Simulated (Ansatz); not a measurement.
Here is an Ansatz 0.2.0 calculation.

File input.yaml:

```yaml
crystal:
  lattice:
    - [0.0, 2.269, 2.269]
    - [2.269, 0.0, 2.269]
    - [2.269, 2.269, 0.0]
  atoms:
    - { symbol: P, position: [0.75, 0.75, 0.75] }
    - { symbol: B, position: [0.0, 0.0, 0.0] }
hamiltonian:
  xc: lda
  pseudopotentials: { kind: paw }
kpoints:
  mp_grid: { grid: [7, 7, 7] }
scf:
  occupations: { method: fixed }
output:
  forces: true
  stress: true
elastic:
  mode: relaxed_ion
  stencil: two_point
```

Potentials or basis: Ansatz PAW.

Launch:

```sh
$ ansatz run input.yaml --threads 2 --pin off --max-ram 5632MiB --backend cpu --events-out ev --progress --plain --runs-dir out
```

Estimate the elastic constants C11, C12, C44.

332, 67, 183 GPa.

Estimate the Voigt bulk modulus.

155 GPa.

Estimate the band gap on the k mesh.

1.19 eV, indirect (least direct gap 3.38 eV).

Predict the pressure.

-5.2 GPa.

Elastic tensor in Voigt notation (GPa, in the Cartesian axes of the cell as first typed):
```
332  67  67   0   0   0
 67 332  67   0   0   0
 67  67 332   0   0   0
  0   0   0 183   0   0
  0   0   0   0 183   0
  0   0   0   0   0 183
```

Caveat: the cell is more than 3 GPa from zero pressure, which shifts response properties; odd divisions of the mesh miss points on the zone boundary, where band edges often lie, so the gap on the mesh can be too wide; the PAW data sets come from PBE, with cores solved anew for the run's functional, which leaves a small shift of forces and pressure. As with any semilocal functional, this LDA gap is likely too small.
